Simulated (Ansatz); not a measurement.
What DFT gives for S

```xyz
3
Lattice="4.0310 0.0000 0.0000 -2.0155 3.4909 0.0000 0.0000 0.0000 4.5754" Properties=species:S:1:pos:R:3 pbc="T T T"
S     0.9086    0.0000    1.5251
S    -0.4543    0.7869    3.0503
S     1.5612    2.7041    0.0000
```

Level: r2SCAN, no spin polarisation; 500 eV; 7×7×6 Γ-centred mesh; fermi-dirac occupations (width 0.1 eV); Ansatz 0.2.0, fixed geometry.

Problem. What does the stress say?

Solution. The pressure is -3.7 GPa (compression positive), so with the atoms held at these fractions the cell would first shrink; the forces are large, so a full relaxation may end otherwise. The principal stresses -6.1, -2.5, -2.5 GPa differ, so its shape would change too.

Problem. Is there a gap, and of what kind?

Solution. The gap is 1.42 eV, indirect (the least direct gap found is 1.79 eV). A semilocal functional usually gives too small a gap.

Problem. Which atom feels the largest force, and which way?

Solution. The largest is on S2 (and as large on other atoms): 1.58 eV/Å, components (0.79, -1.37, 0.00). It makes 52° with the line to a nearest neighbour, S3 at 2.19 Å.

Problem. What is the character of the valence top and the conduction bottom?

Solution. Within 0.7 eV of the edges, the states project mainly on S p (93 %) below the gap and on S p (84 %) above it.

Origin: a known structure type with other elements, at an estimated volume, so it need not be a known compound. Caveats: atoms or cell far from equilibrium.
